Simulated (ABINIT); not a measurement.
The system is CuO (Tenorite).

```xyz
4
Lattice="2.3447 -1.7134 0.0000 2.3447 1.7134 0.0000 -0.8606 0.0000 5.0594" Properties=species:S:1:pos:R:3 pbc="T T T"
Cu    0.7420   -0.8457    2.5297
Cu    1.1723    0.8457    0.0000
O     1.6421    0.2841    3.8133
O     2.0724   -0.2841    1.2836
```

Base run:

- Program: ABINIT 10.8.3 (patched build)
- Functional: LDA
- Potentials or basis: PseudoDojo NC SR LDA v0.4.1 standard
- Cutoff: 1252 eV
- k mesh: 8 × 8 × 4
- Occupations: fermi-dirac, width 0.05 eV
- Spin: no spin polarisation

Its results: band gap on the k mesh none (metal or under the smearing width); pressure -9.7 GPa; largest force 0.810 eV/Å.

Problem. The run is repeated on the same cell with these changes: functional from LDA to PBEsol; potentials or basis from PseudoDojo NC SR LDA v0.4.1 standard to PseudoDojo NC SR PBEsol v0.4.1 standard; cutoff from 1252 eV to 1143 eV. What comes out?

Solution. Band gap on the k mesh none (metal or under the smearing width); pressure -4.0 GPa; largest force 0.771 eV/Å.

Caveats: the run has no spin polarisation, though such a crystal can be magnetic; semilocal functionals often make such compounds metallic where correlation or magnetic order opens a gap, which also shifts bond lengths.
